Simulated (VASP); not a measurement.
# CoSi (Pm-3m) in VASP: reference runs

Aim: a first look at CoSi with PBE, on the cell as given and on a disturbed one.

Everything below comes from runs of VASP 6.6.1. Logs are shortened: lines on timing, memory, paths and dates and some standing lists are left out, and cuts for length are marked.

### 1 Starting point

Symmetry: Pm-3m, No. 221, cubic system. The conventional cell has a = 2.781 Å, b = 2.781 Å, c = 2.781 Å, α = 90.00°, β = 90.00°, γ = 90.00°. Around Co (site symmetry m-3m) lie 8 Si at 2.41 Å. Si (site symmetry m-3m) is surrounded by 8 Co at 2.41 Å.

Measurements of this composition are mostly on another form, of space group No. 198.

### 2 Single point, PBE, collinear spin, ferromagnetic start

INCAR

```
PREC = Accurate ; ENCUT = 520
EDIFF = 1E-7 ; ISMEAR = -1
SIGMA = 0.05 ; LREAL = False
LASPH = True ; NELM = 150
ALGO = Normal ; ISIF = 2
LWAVE = False ; LCHARG = False
ISPIN = 2 ; MAGMOM = 2 0
LORBIT = 11 ; LMAXMIX = 4
GGA = PE ; NBANDS = 18
```

KPOINTS

```
regular mesh
0
Gamma
  10 10 10
```

POSCAR

```
CoSi
1.0
    2.7813340000      0.0000000000      0.0000000000
    0.0000000000      2.7813340000      0.0000000000
    0.0000000000      0.0000000000      2.7813340000
Co Si
1 1
Direct
    0.0000000000      0.0000000000      0.0000000000
    0.5000000000      0.5000000000      0.5000000000
```

Potentials or basis: VASP PAW PBE potentials, release 64 (Co, Si).

The run is started by

```console
> cat potpaw_PBE.64/Co/POTCAR potpaw_PBE.64/Si/POTCAR > POTCAR
> mpirun -np 1 vasp_std > vasp.out
```

OUTCAR:

```text
PREC = Accurate
   ENCUT = 520
   EDIFF = 1E-7
   ISMEAR = -1
   LREAL = False
   LASPH = True
   NELM = 150
   ISIF = 2
   ISPIN = 2
   LORBIT = 11
   GGA = PE

 ion  position               nearest neighbor table
   1  0.000  0.000  0.000-   2 2.41   2 2.41   2 2.41   2 2.41   2 2.41   2 2.41   2 2.41   2 2.41

   2  0.500  0.500  0.500-   1 2.41   1 2.41   1 2.41   1 2.41   1 2.41   1 2.41   1 2.41   1 2.41

  LATTYP: Found a simple cubic cell.
 ALAT       =     2.7813340000

  Lattice vectors:

 A1 = (   2.7813340000,   0.0000000000,   0.0000000000)
 A2 = (   0.0000000000,   2.7813340000,   0.0000000000)
 A3 = (   0.0000000000,   0.0000000000,   2.7813340000)

Analysis of symmetry for initial positions (statically):
=====================================================================
 Subroutine PRICEL returns:
 Original cell was already a primitive cell.

 Routine SETGRP: Setting up the symmetry group for a
 simple cubic supercell.

 Subroutine GETGRP returns: Found 48 space group operations
 (whereof 48 operations were pure point group operations)
 out of a pool of 48 trial point group operations.

The static configuration has the point symmetry O_h .

Analysis of symmetry for dynamics (positions and initial velocities):
=====================================================================
 Subroutine PRICEL returns:
 Original cell was already a primitive cell.

 Routine SETGRP: Setting up the symmetry group for a
 simple cubic supercell.

 Subroutine GETGRP returns: Found 48 space group operations
 (whereof 48 operations were pure point group operations)
 out of a pool of 48 trial point group operations.

The dynamic configuration has the point symmetry O_h .

Analysis of structural, dynamic, and magnetic symmetry:
=====================================================================
 Subroutine PRICEL returns:
 Original cell was already a primitive cell.

 Routine SETGRP: Setting up the symmetry group for a
 simple cubic supercell.

 Subroutine GETGRP returns: Found 48 space group operations
 (whereof 48 operations were pure point group operations)
 out of a pool of 48 trial point group operations.

The overall configuration has the point symmetry O_h .

 Subroutine INISYM returns: Found 48 space group operations
 (whereof 48 operations are pure point group operations),
 and found     1 'primitive' translations

----------------------------------------------------------------------------------------

                                     Primitive cell

  volume of cell :      21.5159

  direct lattice vectors                    reciprocal lattice vectors
     2.781334000  0.000000000  0.000000000     0.359539703  0.000000000  0.000000000
     0.000000000  2.781334000  0.000000000     0.000000000  0.359539703  0.000000000
     0.000000000  0.000000000  2.781334000     0.000000000  0.000000000  0.359539703

  length of vectors
     2.781334000  2.781334000  2.781334000     0.359539703  0.359539703  0.359539703

  position of ions in fractional coordinates (direct lattice)
     0.000000000  0.000000000  0.000000000
     0.500000000  0.500000000  0.500000000

  ion indices of the primitive-cell ions
   primitive index   ion index
                 1           1
                 2           2

----------------------------------------------------------------------------------------

 KPOINTS: regular mesh

Automatic generation of k-mesh.
 Grid dimensions read from file:
 generate k-points for:   10   10   10

 Generating k-lattice:

  Cartesian coordinates                     Fractional coordinates (reciprocal lattice)
     0.035953970  0.000000000  0.000000000     0.100000000  0.000000000  0.000000000
     0.000000000  0.035953970  0.000000000     0.000000000  0.100000000  0.000000000
     0.000000000  0.000000000  0.035953970     0.000000000  0.000000000  0.100000000

  Length of vectors
     0.035953970  0.035953970  0.035953970

  Shift w.r.t. Gamma in fractional coordinates (k-lattice)
     0.000000000  0.000000000  0.000000000

 Subroutine IBZKPT returns following result:
 ===========================================

 Found     56 irreducible k-points:

 Following reciprocal coordinates:
            Coordinates               Weight
  0.000000  0.000000  0.000000      1.000000
  0.100000  0.000000  0.000000      6.000000
  0.200000  0.000000  0.000000      6.000000
  0.300000  0.000000  0.000000      6.000000
  0.400000  0.000000  0.000000      6.000000
  0.500000  0.000000  0.000000      3.000000
[... 16 lines left out ...]
  0.200000  0.100000  0.100000     24.000000
  0.300000  0.100000  0.100000     24.000000
 [... further k-points ...]
   k-points           NKPTS =     56   k-points in BZ     NKDIM =     56   number of bands    NBANDS=     18
   number of dos      NEDOS =    301   number of ions     NIONS =      2
   total plane-waves  NPLWV =  13824
   dimension x,y,z NGX =    24 NGY =   24 NGZ =   24
   dimension x,y,z NGXF=    48 NGYF=   48 NGZF=   48
   ions per type =               1   1
   NGX,Y,Z   is equivalent  to a cutoff of  14.35, 14.35, 14.35 a.u.
   NGXF,Y,Z  is equivalent  to a cutoff of  28.69, 28.69, 28.69 a.u.
 SYSTEM =  unknown system
   PREC   = accura    normal or accurate (medium, high low for compatibility)
   ISTART =      0    job   : 0-new  1-cont  2-samecut
   ICHARG =      2    charge: 1-file 2-atom 10-const
   ISPIN  =      2    spin polarized calculation?
   LNONCOLLINEAR =      F non collinear calculations
   LSORBIT =      F    spin-orbit coupling
   LASPH  =      T    aspherical Exc in radial PAW
   ENCUT  =  520.0 eV  38.22 Ry    6.18 a.u.   5.17  5.17  5.17*2*pi/ulx,y,z
   NELM   =    150;   NELMIN=  2; NELMDL= -5     # of ELM steps
   EDIFF  = 0.1E-06   stopping-criterion for ELM
   LREAL  =      F    real-space projection
   EDIFFG = 0.1E-05   stopping-criterion for IOM
   NSW    =      0    number of steps for IOM
   IBRION =     -1    ionic relax: 0-MD 1-quasi-New 2-CG
   NFREE  =      0    steps in history (QN), initial steepest desc. (CG)
   ISIF   =      2    stress and relaxation
   ISYM   =      2    0-nonsym 1-usesym 2-fastsym
   POTIM  = 0.5000    time-step for ionic-motion
   TEBEG  =    0.0;   TEEND  =   0.0 temperature during run
   PSTRESS=    0.0 pullay stress
   NELECT =      13.0000    total number of electrons
   NUPDOWN=      -1.0000    fix difference up-down
   EMIN   =  10.00;   EMAX   =-10.00  energy-range for DOS
   EFERMI =   0.00;   METHOD = LEGACY
   ISMEAR =    -1;   SIGMA  =   0.05  broadening in eV -4-tet -1-fermi 0-gaus
   EFERMI_NEDOS =   21; number of points for ismear=-14 and -15
   IALGO  =     38    algorithm
   IMIX   =      4    mixing-type and parameters
     AMIX     =   0.40;   BMIX     =  1.00
     AMIX_MAG =   1.60;   BMIX_MAG =  1.00
  volume/ion in A,a.u.               =      10.76        72.60
  Fermi-wavevector in a.u.,A,eV,Ry     =   1.384000  2.615381 26.061367  1.915456
  Thomas-Fermi vector in A             =   2.508545
   LORBIT       =     11    0 simple, 1 ext, 2 COOP (PROOUT), +10 PAW based schemes
   GGA     = PE    functional components
   LHFCALC =     F    Hartree Fock is set to
   AEXX    =    0.0000 exact exchange contribution
   IVDW    =     0    specifies the selected vdW correction
   LEPSILON=     F    determine dielectric tensor
   LRPA    =     F    only Hartree local field effects (RPA)
 spin polarized calculation
  energy-cutoff  :      520.00
  volume of cell :       21.52
 maximum number of plane-waves:       588
 NGX is ok and might be reduce to    24
   NGX = 11   NGY = 11   NGZ = 11

 number of electron      13.0000003 magnetization       0.5425541

 Free energy of the ion-electron system (eV)
  ---------------------------------------------------
  ext. energy  EPLUGINS =         0.00000000
  ---------------------------------------------------
  free energy    TOTEN  =       -13.29200933 eV

  energy without entropy =      -13.27717706  energy(sigma->0) =      -13.28459320

 E-fermi :  12.8780     XC(G=0): -12.9422

 val. band max:       12.8635453897   @ k =   0.4000   0.3000   0.0000
 cond. band min:      12.8880979278   @ k =   0.5000   0.2000   0.0000
 fundamental gap:      0.0245525381
 Fermi energy:        12.8780138862

 spin component 1

 k-point     1 :       0.0000    0.0000    0.0000
  band No.  band energies     occupation
      1      -1.4120      1.00000
      2       8.7119      1.00000
      3       8.7119      1.00000
      4      11.2818      1.00000
      5      11.2818      1.00000
      6      11.2818      1.00000
[... 10 lines left out ...]
     17      36.2614      0.00000
     18      36.2614      0.00000

 k-point     2 :       0.1000    0.0000    0.0000
  band No.  band energies     occupation
      1      -1.2197      1.00000
      2       8.6128      1.00000
      3       8.7749      1.00000
      4      11.1187      1.00000
      5      11.1187      1.00000
      6      11.2958      1.00000
[... 10 lines left out ...]
     17      35.4121      0.00000
     18      36.8144      0.00000

 k-point     3 :       0.2000    0.0000    0.0000
  band No.  band energies     occupation
      1      -0.6498      1.00000
      2       8.1068      1.00000
      3       8.9457      1.00000
      4      10.7546      1.00000
      5      10.7546      1.00000
      6      11.3326      1.00000
[... 412 lines left out ...]
 k-point    23 :       0.2000    0.1000    0.1000
  band No.  band energies     occupation
      1      -0.2795      1.00000
      2       8.2677      1.00000
      3       8.8571      1.00000
      4      10.4975      1.00000
      5      10.6279      1.00000
      6      11.0633      1.00000
[... 10 lines left out ...]
     17      34.7801      0.00000
     18      38.0732      0.00000

 k-point    24 :       0.3000    0.1000    0.1000
  band No.  band energies     occupation
      1       0.6259      1.00000
      2       7.0969      1.00000
      3       9.0958      1.00000
      4      10.2143      1.00000
      5      10.3076      1.00000
      6      11.1308      1.00000
[... 10 lines left out ...]
     17      33.3691      0.00000
     18      38.4395      0.00000

 [... further k-points ...]

 spin component 2

 k-point     1 :       0.0000    0.0000    0.0000
  band No.  band energies     occupation
      1      -1.4001      1.00000
      2       9.3020      1.00000
      3       9.3020      1.00000
      4      11.6376      1.00000
      5      11.6376      1.00000
      6      11.6376      1.00000
[... 10 lines left out ...]
     17      36.2337      0.00000
     18      36.2337      0.00000

 k-point     2 :       0.1000    0.0000    0.0000
  band No.  band energies     occupation
      1      -1.2078      1.00000
      2       9.1504      1.00000
      3       9.3734      1.00000
      4      11.4604      1.00000
      5      11.4604      1.00000
      6      11.6523      1.00000
[... 10 lines left out ...]
     17      35.5143      0.00000
     18      36.8280      0.00000

 k-point     3 :       0.2000    0.0000    0.0000
  band No.  band energies     occupation
      1      -0.6378      1.00000
      2       8.4636      1.00000
      3       9.5681      1.00000
      4      11.0722      1.00000
      5      11.0722      1.00000
      6      11.6910      1.00000
[... 412 lines left out ...]
 k-point    23 :       0.2000    0.1000    0.1000
  band No.  band energies     occupation
      1      -0.2675      1.00000
      2       8.6276      1.00000
      3       9.3932      1.00000
      4      10.8116      1.00000
      5      10.9836      1.00000
      6      11.4198      1.00000
[... 10 lines left out ...]
     17      34.8550      0.00000
     18      38.0636      0.00000

 k-point    24 :       0.3000    0.1000    0.1000
  band No.  band energies     occupation
      1       0.6385      1.00000
      2       7.2608      1.00000
      3       9.6304      1.00000
      4      10.5976      1.00000
      5      10.6295      1.00000
      6      11.4881      1.00000
[... 10 lines left out ...]
     17      33.4323      0.00000
     18      38.5159      0.00000

 [... further k-points ...]

------------------------ aborting loop because EDIFF is reached ----------------------------------------

  FORCE on cell =-STRESS in cart. coord.  units (eV):
  Direction    XX          YY          ZZ          XY          YZ          ZX
  --------------------------------------------------------------------------------------
  -------------------------------------------------------------------------------------
  Total        0.0779351      0.0779351      0.0779351     -0.0000000     -0.0000000     -0.0000000
  in kB        5.8034220      5.8034220      5.8034220     -0.0000000     -0.0000000     -0.0000000
  external PRESSURE =       5.8034220 kB  Pullay stress =       0.0000000 kB

 VOLUME and BASIS-vectors are now :
 -----------------------------------------------------------------------------
  energy-cutoff  :      520.00
  volume of cell :       21.52
      direct lattice vectors                 reciprocal lattice vectors
     2.781334000  0.000000000  0.000000000     0.359539703  0.000000000  0.000000000
     0.000000000  2.781334000  0.000000000     0.000000000  0.359539703  0.000000000
     0.000000000  0.000000000  2.781334000     0.000000000  0.000000000  0.359539703

 POSITION                                       TOTAL-FORCE (eV/Angst)
 -----------------------------------------------------------------------------------
      0.00000      0.00000      0.00000         0.000000      0.000000      0.000000
      1.39067      1.39067      1.39067         0.000000      0.000000      0.000000
 -----------------------------------------------------------------------------------
    total drift:                                0.000000      0.000000      0.000000

  FREE ENERGIE OF THE ION-ELECTRON SYSTEM (eV)
  ---------------------------------------------------
  free  energy   TOTEN  =       -13.2920093320 eV

  energy  without entropy=      -13.2771770585  energy(sigma->0) =      -13.28459320

 total charge

# of ion       s       p       d       tot
------------------------------------------
    1        0.439   0.588   7.579   8.607
    2        0.711   0.864   0.000   1.575
--------------------------------------------------
tot          1.150   1.452   7.579  10.182

 magnetization (x)

# of ion       s       p       d       tot
------------------------------------------
    1        0.007   0.001   0.536   0.544
    2        0.002   0.011   0.000   0.013
--------------------------------------------------
tot          0.009   0.012   0.536   0.557
```

Wall time 41 s (1 thread of Intel Xeon Platinum 8488C (Sapphire Rapids), shared host); peak memory 0.17 GiB.

Results:

| Item | Value |
| --- | --- |
| Free energy | -13.2920 eV |
| Pressure | 0.6 GPa |
| Band gap on the k mesh | none (metal or under the smearing width) |
| Net moment | 0.54 μB per cell |
| Site moments | Co +0.54; Si +0.01 μB |
| Valence electrons inside the program's atomic spheres | Co 8.61; Si 1.57 |

(Part 1 of 2 ends here.)
